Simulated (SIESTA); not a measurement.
PbSe (Clausthalite):

```
Pb Se
1.0
     0.00000    3.06065    3.06065
     3.06065    0.00000    3.06065
     3.06065    3.06065    0.00000
Pb Se
1 1
Cartesian
  0.0000 0.0000 0.0000
  3.0606 3.0606 3.0606
```

Base run:

```yaml
Program: SIESTA 5.4.2
Functional: RPBE
Potentials_or_basis: PseudoDojo 0.4 standard (PBE files)
Basis: DZP (energy shift 0.002 Ry)
Grid_cutoff: 500 Ry
Energy_shift: 0.002 Ry
k_mesh: 8 × 8 × 8
Occupations: fermi-dirac, width 0.05 eV
Spin: no spin polarisation
```

Its results: band gap on the k mesh 0.44 eV, direct; pressure 6.0 GPa.

Q: The run is repeated on the same cell with these changes: functional from RPBE to PBE; potentials or basis from PseudoDojo 0.4 standard (PBE files) to SG15 1.2 (PBE files) or PseudoDojo by element; valence electrons from 30 to 20. What comes out?

A: Band gap on the k mesh 0.36 eV, direct; pressure 3.1 GPa.

Caveats: semicore shells carry a single zeta, which can move pressures by several GPa and volumes by a few percent; spin-orbit coupling is left out, which as a rule narrows the gap of such compounds by several tenths of an eV; the basis of atomic orbitals isn't converged, which shifts pressures, moduli and gaps; the potentials were made for another functional, which shifts forces and pressure (some runs).
